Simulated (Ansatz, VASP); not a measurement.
# In in VASP and in Ansatz

The input INCAR:

```
SYSTEM = In
ALGO = Fast
EDIFF = 1E-6
ENCUT = 520
GGA = PE
ISIF = 2
ISMEAR = -1
LASPH = .TRUE.
LCHARG = .FALSE.
LREAL = .FALSE.
LWAVE = .FALSE.
NBANDS = 12
NELM = 100
PREC = Accurate
SIGMA = 0.05
```

File KPOINTS:

```
k-points
0
G
  15 15 15
  0 0 0
```

Contents of POSCAR:

```
In
1.0
   -1.9071639637      1.9071639637      1.9071639637
    1.9071639637     -1.9071639637      1.9071639637
    1.9071639637      1.9071639637     -1.9071639637
In
1
Direct
    0.0000000000      0.0000000000      0.0000000000
```

Input for Ansatz:

```yaml
crystal:
  lattice:
    - [-1.9071639637, 1.9071639637, 1.9071639637]
    - [1.9071639637, -1.9071639637, 1.9071639637]
    - [1.9071639637, 1.9071639637, -1.9071639637]
  atoms:
    - { symbol: In, position: [0.0, 0.0, 0.0] }
kpoints:
  mp_grid: { grid: [15, 15, 15] }
scf:
  occupations: { method: fermi_dirac, width: 0.05 }
hamiltonian:
  xc: pbe
  pseudopotentials: { kind: all_electron, lapw: { basis_error: 0.03 } }
output:
  forces: true
  stress: true
  eigenvalues: true
```

Alike in both runs: task single point; functional PBE; k mesh 15 × 15 × 15; occupations fermi-dirac, width 0.05 eV; no spin polarisation.

```csv
,VASP,Ansatz
version,VASP 6.6.1,Ansatz 0.2.0
potentials or method,"VASP PAW PBE potentials, release 64 (In_d)","all-electron LAPW, scalar-relativistic"
plane-wave cutoff (eV),520,see its input
```

|  | VASP | Ansatz | Ansatz less VASP |
| --- | --- | --- | --- |
| pressure (GPa) | 0.0 | 0.1 | +0.11 |

Ansatz ran all-electron here, so the differences hold the error of VASP's frozen core and of both bases.
